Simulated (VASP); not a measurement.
# ZrS2 (P-3m1) in VASP: settings compared

The runs below take ZrS2 through relaxation of cell and atoms, single point, with PBEsol, RPBE.

Everything below comes from runs of VASP 6.6.1. Logs are shortened: lines on timing, memory, paths and dates and some standing lists are left out, and cuts for length are marked.

## 1. The crystal as given

The structure is trigonal, space group P-3m1 (No. 164). Conventional cell: a = 3.691 Å, b = 3.691 Å, c = 6.041 Å, α = 90.00°, β = 90.00°, γ = 120.00°. Zr (site symmetry -3m) has 6 S at 2.57 Å as nearest neighbours. Around S (site symmetry 3m) lie 3 Zr at 2.57 Å.

The cell is a database's computed one.

## 2. Relaxation of cell and atoms, PBEsol

INCAR reads:

```
SYSTEM = ZrS2
ALGO     = Normal         ! electronic algorithm
EDIFF    = 1E-7           ! SCF threshold, eV
EDIFFG   = -0.005         ! ionic threshold
ENCUT    = 300            ! plane-wave cutoff, eV
GGA      = PS             ! functional
IBRION   = 2              ! ionic algorithm
ISIF     = 3              ! what is computed and relaxed
ISMEAR   = 0              ! smearing method
LASPH    = .True.         ! aspherical terms in the spheres
LCHARG   = .False.        ! write CHGCAR
LREAL    = .False.        ! projectors in reciprocal space
LWAVE    = .False.        ! write WAVECAR
NELM     = 100            ! most SCF steps
NSW      = 90             ! ionic steps
PREC     = Accurate       ! precision mode
SIGMA    = 0.02           ! smearing width, eV
```

KPOINTS reads:

```
k-points
0
Gamma
  9 9 6
  0 0 0
```

POSCAR reads:

```
ZrS2
1.0
    3.6913825500      0.0000000000      0.0000000000
   -1.8456912700      3.1968310600      0.0000000000
    0.0000000000      0.0000000000      6.0410770100
Zr S
1 2
Direct
    0.0000000000      0.0000000000      0.0000000000
    0.6666666700      0.3333333300      0.7620900300
    0.3333333300      0.6666666700      0.2379099700
```

Potentials or basis: VASP PAW PBE potentials, release 64 (Zr_sv, S).

Launch:

```sh
> cat potpaw_PBE.64/Zr_sv/POTCAR potpaw_PBE.64/S/POTCAR > POTCAR
> mpirun -np 1 vasp_std > vasp.out
```

OUTCAR:

```text
SYSTEM = ZrS2
   EDIFF = 1E-7
   EDIFFG = -0.005
   ENCUT = 300
   GGA = PS
   IBRION = 2
   ISIF = 3
   ISMEAR = 0
   LASPH = .True.
   LREAL = .False.
   NELM = 100
   NSW = 90
   PREC = Accurate

 ion  position               nearest neighbor table
   1  0.000  0.000  0.000-   2 2.57   3 2.57   3 2.57   2 2.57   2 2.57   3 2.57
   2  0.667  0.333  0.762-   1 2.57   1 2.57   1 2.57
   3  0.333  0.667  0.238-   1 2.57   1 2.57   1 2.57

  LATTYP: Found a hexagonal cell.
 ALAT       =     3.6913825500
 C/A-ratio  =     1.6365350727

  Lattice vectors:

 A1 = (   3.6913825500,   0.0000000000,   0.0000000000)
 A2 = (  -1.8456912700,   3.1968310600,   0.0000000000)
 A3 = (   0.0000000000,   0.0000000000,   6.0410770100)

Analysis of symmetry for initial positions (statically):
=====================================================================
 Subroutine PRICEL returns:
 Original cell was already a primitive cell.

 Routine SETGRP: Setting up the symmetry group for a
 hexagonal supercell.

 Subroutine GETGRP returns: Found 12 space group operations
 (whereof 12 operations were pure point group operations)
 out of a pool of 24 trial point group operations.

The static configuration has the point symmetry D_3d.

Analysis of symmetry for dynamics (positions and initial velocities):
=====================================================================
 Subroutine PRICEL returns:
 Original cell was already a primitive cell.

 Routine SETGRP: Setting up the symmetry group for a
 hexagonal supercell.

 Subroutine GETGRP returns: Found 12 space group operations
 (whereof 12 operations were pure point group operations)
 out of a pool of 24 trial point group operations.

The dynamic configuration has the point symmetry D_3d.

 Subroutine INISYM returns: Found 12 space group operations
 (whereof 12 operations are pure point group operations),
 and found     1 'primitive' translations

----------------------------------------------------------------------------------------

                                     Primitive cell

  volume of cell :      71.2891

  direct lattice vectors                    reciprocal lattice vectors
     3.691382550  0.000000000  0.000000000     0.270901210  0.156404886  0.000000000
    -1.845691270  3.196831060  0.000000000     0.000000000  0.312809774  0.000000000
     0.000000000  0.000000000  6.041077010     0.000000000  0.000000000  0.165533397

  length of vectors
     3.691382550  3.691382545  6.041077010     0.312809773  0.312809774  0.165533397

  position of ions in fractional coordinates (direct lattice)
     0.000000000  0.000000000  0.000000000
     0.666666670  0.333333330  0.762090030
     0.333333330  0.666666670  0.237909970

  ion indices of the primitive-cell ions
   primitive index   ion index
                 1           1
                 2           2
                 3           3

----------------------------------------------------------------------------------------

 KPOINTS: k-points

Automatic generation of k-mesh.
 Grid dimensions read from file:
 generate k-points for:    9    9    6

 Generating k-lattice:

  Cartesian coordinates                     Fractional coordinates (reciprocal lattice)
     0.030100134  0.017378321  0.000000000     0.111111111 -0.000000000  0.000000000
     0.000000000  0.034756642  0.000000000     0.000000000  0.111111111  0.000000000
     0.000000000  0.000000000  0.027588900     0.000000000  0.000000000  0.166666667

  Length of vectors
     0.034756641  0.034756642  0.027588900

  Shift w.r.t. Gamma in fractional coordinates (k-lattice)
     0.000000000  0.000000000  0.000000000

 Subroutine IBZKPT returns following result:
 ===========================================

 Found     62 irreducible k-points:

 Following reciprocal coordinates:
            Coordinates               Weight
  0.000000  0.000000  0.000000      1.000000
  0.111111 -0.000000  0.000000      6.000000
  0.222222  0.000000  0.000000      6.000000
  0.333333  0.000000  0.000000      6.000000
  0.444444  0.000000  0.000000      6.000000
  0.111111  0.111111  0.000000      6.000000
[... 16 lines left out ...]
  0.222222  0.111111  0.166667     12.000000
 -0.111111  0.333333  0.166667     12.000000
 [... further k-points ...]
   k-points           NKPTS =     62   k-points in BZ     NKDIM =     62   number of bands    NBANDS=     16
   number of dos      NEDOS =    301   number of ions     NIONS =      3
   total plane-waves  NPLWV =  20736
   dimension x,y,z NGX =    24 NGY =   24 NGZ =   36
   dimension x,y,z NGXF=    48 NGYF=   48 NGZF=   72
   ions per type =               1   2
   NGX,Y,Z   is equivalent  to a cutoff of  10.81, 10.81,  9.91 a.u.
   NGXF,Y,Z  is equivalent  to a cutoff of  21.62, 21.62, 19.81 a.u.
 SYSTEM =  ZrS2
   PREC   = accura    normal or accurate (medium, high low for compatibility)
   ISTART =      0    job   : 0-new  1-cont  2-samecut
   ICHARG =      2    charge: 1-file 2-atom 10-const
   ISPIN  =      1    spin polarized calculation?
   LNONCOLLINEAR =      F non collinear calculations
   LSORBIT =      F    spin-orbit coupling
   LASPH  =      T    aspherical Exc in radial PAW
   ENCUT  =  300.0 eV  22.05 Ry    4.70 a.u.   5.21  5.21  8.53*2*pi/ulx,y,z
   NELM   =    100;   NELMIN=  2; NELMDL= -5     # of ELM steps
   EDIFF  = 0.1E-06   stopping-criterion for ELM
   LREAL  =      F    real-space projection
   EDIFFG = -.5E-02   stopping-criterion for IOM
   NSW    =     90    number of steps for IOM
   IBRION =      2    ionic relax: 0-MD 1-quasi-New 2-CG
   NFREE  =      1    steps in history (QN), initial steepest desc. (CG)
   ISIF   =      3    stress and relaxation
   ISYM   =      2    0-nonsym 1-usesym 2-fastsym
   POTIM  = 0.5000    time-step for ionic-motion
   TEBEG  =    0.0;   TEEND  =   0.0 temperature during run
   PSTRESS=    0.0 pullay stress
   NELECT =      24.0000    total number of electrons
   NUPDOWN=      -1.0000    fix difference up-down
   EMIN   =  10.00;   EMAX   =-10.00  energy-range for DOS
   EFERMI =   0.00;   METHOD = LEGACY
   ISMEAR =     0;   SIGMA  =   0.02  broadening in eV -4-tet -1-fermi 0-gaus
   EFERMI_NEDOS =   21; number of points for ismear=-14 and -15
   IALGO  =     38    algorithm
   IMIX   =      4    mixing-type and parameters
     AMIX     =   0.40;   BMIX     =  1.00
     AMIX_MAG =   1.60;   BMIX_MAG =  1.00
  volume/ion in A,a.u.               =      23.76       160.36
  Fermi-wavevector in a.u.,A,eV,Ry     =   1.138861  2.152136 17.646828  1.297005
  Thomas-Fermi vector in A             =   2.275565
   LORBIT       =      0    0 simple, 1 ext, 2 COOP (PROOUT), +10 PAW based schemes
   GGA     = PS    functional components
   LHFCALC =     F    Hartree Fock is set to
   AEXX    =    0.0000 exact exchange contribution
   IVDW    =     0    specifies the selected vdW correction
   LEPSILON=     F    determine dielectric tensor
   LRPA    =     F    only Hartree local field effects (RPA)
 conjugate gradient relaxation of ions
 non-spin polarized calculation
 Gauss-broadening in eV      SIGMA  =   0.02
  energy-cutoff  :      300.00
  volume of cell :       71.29
 maximum number of plane-waves:       854
 NGX is ok and might be reduce to    24
   NGX = 11   NGY = 11   NGZ = 17

--------------------------------------- Ionic step        1  -------------------------------------------

 number of electron      24.0000006 magnetization

 Free energy of the ion-electron system (eV)
  ---------------------------------------------------
  ext. energy  EPLUGINS =         0.00000000
  ---------------------------------------------------
  free energy    TOTEN  =       -22.52918072 eV

  energy without entropy =      -22.52918072  energy(sigma->0) =      -22.52918072

------------------------ aborting loop because EDIFF is reached ----------------------------------------

  FORCE on cell =-STRESS in cart. coord.  units (eV):
  Direction    XX          YY          ZZ          XY          YZ          ZX
  --------------------------------------------------------------------------------------
  -------------------------------------------------------------------------------------
  Total       -1.4985241     -1.4985241     -0.7066121     -0.0000000      0.0000000      0.0000000
  in kB      -33.6783797    -33.6783796    -15.8806605     -0.0000001      0.0000000      0.0000000
  external PRESSURE =     -27.7458066 kB  Pullay stress =       0.0000000 kB
[... 92 lines left out ...]
  FREE ENERGIE OF THE ION-ELECTRON SYSTEM (eV)
  ---------------------------------------------------
  free  energy   TOTEN  =       -22.5493116766 eV

  energy  without entropy=      -22.5493116766  energy(sigma->0) =      -22.54931168

[... ionic steps 4 to 11 ...]

--------------------------------------- Ionic step       12  -------------------------------------------

 number of electron      24.0000002 magnetization

------------------------ aborting loop because EDIFF is reached ----------------------------------------

  FORCE on cell =-STRESS in cart. coord.  units (eV):
  Direction    XX          YY          ZZ          XY          YZ          ZX
  --------------------------------------------------------------------------------------
  -------------------------------------------------------------------------------------
  Total       -0.0115403     -0.0115403     -0.0248758     -0.0000000      0.0000000     -0.0000000
  in kB       -0.2803809     -0.2803809     -0.6043805     -0.0000000      0.0000000     -0.0000000
  external PRESSURE =      -0.3883808 kB  Pullay stress =       0.0000000 kB
[... 59 lines left out ...]
  energy  without entropy=      -22.5650657578  energy(sigma->0) =      -22.56506576

--------------------------------------- Ionic step       14  -------------------------------------------

 number of electron      24.0000001 magnetization

 Free energy of the ion-electron system (eV)
  ---------------------------------------------------
  ext. energy  EPLUGINS =         0.00000000
  ---------------------------------------------------
  free energy    TOTEN  =       -22.56507166 eV

  energy without entropy =      -22.56507166  energy(sigma->0) =      -22.56507166

 E-fermi :   5.1341     XC(G=0):  -9.9558

 val. band max:        5.0049090384   @ k =   0.0000   0.0000   0.0000
 cond. band min:       5.7284866036   @ k =   0.4444   0.0000   0.5000
 fundamental gap:      0.7235775652
 Fermi energy:         5.1341018809

 k-point     1 :       0.0000    0.0000    0.0000
  band No.  band energies     occupation
      1     -43.8438      2.00000
      2     -21.9766      2.00000
      3     -21.8037      2.00000
      4     -21.8037      2.00000
      5      -7.9074      2.00000
      6      -6.3026      2.00000
[... 8 lines left out ...]
     15       7.1708      0.00000
     16       9.8369      0.00000
[... 420 lines left out ...]
  band No.  band energies     occupation
      1     -43.8289      2.00000
      2     -21.9916      2.00000
      3     -21.9330      2.00000
      4     -21.8574      2.00000
      5      -7.1115      2.00000
      6      -6.4862      2.00000
[... 8 lines left out ...]
     15       8.4036      0.00000
     16       9.4233      0.00000

 [... further k-points ...]
[... 5 lines left out ...]
  --------------------------------------------------------------------------------------
  -------------------------------------------------------------------------------------
  Total       -0.0082941     -0.0082941     -0.0130501     -0.0000000      0.0000000      0.0000000
  in kB       -0.2016562     -0.2016562     -0.3172878     -0.0000000      0.0000000      0.0000000
  external PRESSURE =      -0.2402001 kB  Pullay stress =       0.0000000 kB
[... 18 lines left out ...]
  FREE ENERGIE OF THE ION-ELECTRON SYSTEM (eV)
  ---------------------------------------------------
  free  energy   TOTEN  =       -22.5650716590 eV

  energy  without entropy=      -22.5650716590  energy(sigma->0) =      -22.56507166

 reached required accuracy - stopping structural energy minimisation
```

Run time: 3.2 min. Hardware: 1 thread of Intel Xeon Platinum 8488C (Sapphire Rapids), shared host; peak memory 0.17 GiB.

Results:

* Free energy: -22.5651 eV
* Relaxed volume: 21.97 Å³/atom
* Relaxed cell: a = 3.621 Å, b = 3.621 Å, c = 5.803 Å, α = 90.00°, β = 90.00°, γ = 120.00°
* Space group after relaxing (to 0.05 Å): P-3m1 (No. 164)
* Energy gained by relaxing: 12.0 meV/atom
* Ionic steps: 14
* Pressure after relaxing: 0.0 GPa
* Band gap on the k mesh: 0.72 eV, indirect (least direct gap 1.47 eV)

Forces in eV/Å, atoms in the order of the input:
```
Zr   0.000  0.000  0.000
S    0.000  0.000  0.002
S    0.000  0.000 -0.002
```

Step by step:
```tsv
step	energy change (eV)	largest force (eV/Å)	pressure (GPa)	volume (Å³)
1	0.0000	0.1142	-2.77	71.29
2	0.0040	0.6381	3.46	67.12
3	-0.0201	0.2301	0.02	69.26
4	-0.0249	0.1410	-0.06	68.99
5	-0.0265	0.0528	-0.14	68.73
6	-0.0277	0.0594	-0.06	68.46
7	-0.0308	0.0795	0.18	67.67
8	-0.0340	0.1193	0.75	66.10
9	-0.0345	0.0994	0.62	66.07
10	-0.0356	0.0402	0.24	66.00
11	-0.0352	0.0767	-0.50	65.85
12	-0.0359	0.0038	-0.04	65.94
13	-0.0359	0.0033	-0.04	65.93
14	-0.0359	0.0022	-0.02	65.90
```

Final structure:
```
CELL_PARAMETERS angstrom
3.62113 0.00000 0.00000
-1.81056 3.13599 0.00000
0.00000 0.00000 5.80299
ATOMIC_POSITIONS crystal
Zr 0.00000 0.00000 0.00000
S 0.66667 0.33333 0.74882
S 0.33333 0.66667 0.25118
```

Caveat: the cutoff is under 1.25 times the usual one of these potentials, so pressure, stress and relaxed cells hold a basis-set (Pulay) error; the PAW data sets were made with another functional, which shifts forces and pressure a little; an odd mesh through Γ misses points on the zone boundary, where band edges often lie; this functional lacks dispersion, which binds the layers, so the pressure and a relaxed spacing across them are unreliable.

## 3. Relaxation of cell and atoms, PBEsol

Changes to INCAR since step 2:

```diff
@@ -4,3 +4,3 @@
 EDIFFG   = -0.005         ! ionic threshold
-ENCUT    = 300            ! plane-wave cutoff, eV
+ENCUT    = 600            ! plane-wave cutoff, eV
 GGA      = PS             ! functional
```

KPOINTS reads:

```
k-points
0
Gamma
  3 3 2
  0 0 0
```

POSCAR is that of step 2.

Potentials or basis: VASP PAW PBE potentials, release 64 (Zr_sv, S).

Launch:

```sh
> cat potpaw_PBE.64/Zr_sv/POTCAR potpaw_PBE.64/S/POTCAR > POTCAR
> mpirun -np 1 vasp_std > vasp.out
```

It took 94 s on 1 thread of Intel Xeon Platinum 8488C (Sapphire Rapids), shared host; peak memory 0.19 GiB.

It converged, with:

```yaml
Free_energy: -22.3725 eV
Relaxed_volume: 23.06 Å³/atom
Relaxed_cell: a = 3.673 Å, b = 3.673 Å, c = 5.921 Å, α = 90.00°, β = 90.00°, γ = 120.00°
Space_group_after_relaxing_to_0.05_Å: P-3m1 (No. 164)
Energy_gained_by_relaxing: 3.1 meV/atom
Ionic_steps: 17
Pressure_after_relaxing: 0.0 GPa
Band_gap_on_the_k_mesh: 1.10 eV, indirect (least direct gap 1.46 eV)
```

Step by step:
```tsv
step	energy change (eV)	largest force (eV/Å)	pressure (GPa)	volume (Å³)
1	0.0000	0.2548	-1.83	71.29
2	0.0057	0.3485	2.53	68.53
3	-0.0085	0.0003	-0.01	70.07
4	-0.0085	0.0057	0.03	70.04
5	-0.0086	0.0149	0.01	70.03
6	-0.0087	0.0265	0.00	70.01
7	-0.0087	0.0149	-0.08	70.00
8	-0.0088	0.0034	-0.19	69.98
9	-0.0088	0.0036	-0.18	69.96
10	-0.0088	0.0040	-0.17	69.91
11	-0.0089	0.0048	-0.15	69.80
12	-0.0091	0.0063	-0.09	69.58
13	-0.0092	0.0092	0.02	69.15
14	-0.0092	0.0088	0.00	69.23
15	-0.0092	0.0044	0.01	69.21
16	-0.0092	0.0054	0.04	69.16
17	-0.0092	0.0003	-0.02	69.19
```

Final structure:
```
Zr S
1.0
     3.67315    0.00000    0.00000
    -1.83657    3.18104    0.00000
     0.00000    0.00000    5.92142
Zr S
1 2
Cartesian
  0.0000 0.0000 0.0000
  1.8366 1.0603 4.4999
  0.0000 2.1207 1.4215
```

Levels at points of the mesh, in eV from the valence-band top:
| k point | band 10 | band 11 | band 12 | band 13 | band 14 | band 15 |
| --- | --- | --- | --- | --- | --- | --- |
| (0.00, 0.00, 0.00) | -0.08 | -0.08 | 0.00 | 1.46 | 1.46 | 2.34 |
| (0.00, 0.00, 0.50) | -1.72 | -0.20 | -0.20 | 1.42 | 1.42 | 2.68 |

Caveat: the k mesh is coarse (spacing up to 0.66 Å⁻¹), so the values aren't converged; the PAW data sets were made with another functional, which shifts forces and pressure a little; an odd mesh through Γ misses points on the zone boundary, where band edges often lie; this functional lacks dispersion, which binds the layers, so the pressure and a relaxed spacing across them are unreliable.

(Part 1 of 2 ends here.)
